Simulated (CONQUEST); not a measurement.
Runs of CONQUEST 1.3 on MgS. The structure is hexagonal, space group P6_3mc (No. 186). Conventional cell: a = 4.035 Å, b = 4.035 Å, c = 6.432 Å, α = 90.00°, β = 90.00°, γ = 120.00°. S (site symmetry 3m) is surrounded by 4 Mg at 2.45 to 2.47 Å. Mg (site symmetry 3m) is surrounded by 4 S at 2.45 to 2.47 Å. The cell comes from a database or a generator and needn't be the stable form of this composition.

| task | level | potentials or basis | cell | k mesh | smearing | SCF tolerance | max steps of the ions | cell optimisation | other keys | gap on the mesh (eV) | pressure (GPa) | largest force (eV/Å) |
| --- | --- | --- | --- | --- | --- | --- | --- | --- | --- | --- | --- | --- |
| single point | PBE+D2 | PseudoDojo NC PBE, DZ, grid cutoff 80 Ha | volume scaled by 1.04 | 5 × 3 × 3 | methfessel-paxton of order 1 0.2 eV | 1e-06 | - | - | - | 3.06 | - | - |
| relaxation of cell and atoms | WC | PseudoDojo NC PBEsol, SZ, grid cutoff 80 Ha | relaxed from: atoms moved at random, drawn with an rms of 0.05 Å | 4 × 3 × 3 | methfessel-paxton of order 1 0.2 eV | 1e-07 | 25 | edges and atoms together | - | 2.30 | 0.0 | 0.05 |
| single point | RPBE | PseudoDojo NC PBE, DZP, grid cutoff 100 Ha | as given | 6 × 4 × 3 | fermi-dirac 0.05 eV | 1e-06 | - | - | - | 3.58 | - | - |
| single point | LDA-GTH | PseudoDojo NC LDA, DZP, multi-site functions of range 8 bohr, grid cutoff 100 Ha | as given | 7 × 4 × 4 | fermi-dirac 0.05 eV | 1e-06 | - | - | General.EnergyUnits = eV; General.PartitionMethod = Hilbert; … | (a) | (b) | 0.04 |

Alike in all rows: no spin polarisation.

Task: Fill in the values left out.

Result: (a) 3.31; (b) 0.1.

Caveats: the basis of atomic orbitals isn't converged, which shifts pressures, moduli and gaps; an odd mesh through Γ misses points on the zone boundary, where band edges often lie (some runs); the atomic basis is small (some runs); the real-space grid is too coarse here: the forces don't sum to zero and aren't listed, and the energy moves when atoms move against the grid (some runs); the potentials were made for another functional, which shifts forces and pressure (some runs); the box holds several primitive cells, so bands are folded and the points are those of the box's own zone (some runs); only the three edges of the box relax, its angles stay right (some runs).
